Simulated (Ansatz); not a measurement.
# SiC: ideal shear of a crystal plane

Level of theory: DFT r2SCAN, scalar-relativistic, plane waves, PAW (Ansatz). The runs took a 500 eV cutoff, a Γ-centred 8×8×3 mesh and Gaussian smearing (0.05 eV). No spin polarisation. Energies are free energies at this smearing, counted from the undisturbed cell; pressure is positive in compression.

The starting cell (relaxed at this level):

```
Si C
1.0
    -1.53878   -2.66524    0.00000
     1.53878   -2.66524    0.00000
     0.00000    0.00000   10.07677
Si C
4 4
Direct
  0.33333 0.33333 0.59404
  0.66667 0.66667 0.09404
  0.00000 0.00000 0.34409
  0.00000 0.00000 0.84409
  0.33333 0.33333 0.40600
  0.66667 0.66667 0.90600
  0.00000 0.00000 0.15666
  0.00000 0.00000 0.65666
```

The cut lies on the cell's a–b face, a (0 0 1) plane (indices in the standard cell, whose axes needn't be the Cartesian ones shown) of area 8.20 Å², between layers 1.89 Å apart. Vector c is tilted by f times 1·a + 0·b (length 3.078 Å) with the atoms' Cartesian places fixed: one unrelaxed fault a cell. The traction is dγ/du, the slope of γ against the slip u in Å. Some rows repeat others by symmetry and weren't run.

| f | γ (mJ/m²) | traction (GPa) |
| --- | --- | --- |
| 0.0000 | 0 | 0.0 |
| 0.1000 | 299 | 19.4 |
| 0.2000 | 1176 | 36.8 |
| 0.3000 | 2476 | 45.3 |
| 0.4000 | 3766 | 34.5 |
| 0.5000 | 4346 | 0.0 |
| 0.6000 | 3766 | -34.5 |
| 0.7000 | 2476 | -45.3 |
| 0.8000 | 1176 | -36.8 |
| 0.9000 | 299 | -19.4 |

Q: Read off the first barrier and the stress needed to climb it, and compare with Frenkel's sinusoid.

A: The first sampled maximum lies at f = 0.500, a slip of 1.54 Å, with γ ≈ 4346 mJ/m², which stands in for the unstable fault energy γ_us, and the steepest sampled slope before it is 45.3 GPa. A sinusoid γ = γ_us sin²(πu/λ) with its maximum there has λ = 3.08 Å and a largest slope πγ_us/λ = 44.4 GPa (1 mJ/m² per Å = 0.01 GPa). The stand-in is too high: the stress and forces give a traction of 16.0 GPa across the line at this point, so it is no saddle, and slip that bends off the line crosses lower.

Q: Is there a metastable fault on this line?

A: Apart from points where γ returns to about zero, no local minimum shows among the samples, so at this sampling the line offers no fault for a dislocation to split on; a fault can still lie off the line.

The cut is rigid; relaxing the faces lowers these energies and usually the stresses.

Cost: 6 runs of about 1.4 core-minutes in all, on AMD EPYC 9R45 (Zen 5) (shared hosts).